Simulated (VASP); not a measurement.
CaS:

```
Ca S
1.0
     0.00000    2.85603    2.85603
     2.85603    0.00000    2.85603
     2.85603    2.85603    0.00000
Ca S
1 1
Direct
  0.00000 0.00000 0.00000
  0.50000 0.50000 0.50000
```

| Item | Value |
| --- | --- |
| Program | VASP 6.6.1 |
| Task | relaxation of cell and atoms |
| Functional | LDA |
| Potentials or basis | VASP PAW LDA potentials, release 64 (Ca_sv, S) |
| Cutoff | 600 eV |
| k mesh | 8 × 8 × 8 |
| Occupations | gaussian, width 0.02 eV |
| Spin | no spin polarisation |

At the start: pressure -4.3 GPa; volume 23.30 Å³/atom.

Q: Where does the relaxation end?

A: Over 3 steps the energy falls by 23.8 meV/atom and the volume is 21.63 Å³/atom (-7.2 %); space group Fm-3m (No. 225, to 0.05 Å).

The path:
| step | energy change (eV) | largest force (eV/Å) | pressure (GPa) | volume (Å³) |
| --- | --- | --- | --- | --- |
| 1 | 0.0000 | 0.0000 | -4.29 | 46.59 |
| 2 | -0.0447 | 0.0000 | 1.23 | 42.51 |
| 3 | -0.0476 | 0.0000 | 0.01 | 43.26 |

Final structure:
```
Ca S
1.0
     0.00000    2.78617    2.78617
     2.78617    0.00000    2.78617
     2.78617    2.78617    0.00000
Ca S
1 1
Direct
  0.00000 0.00000 0.00000
  0.50000 0.50000 0.50000
```
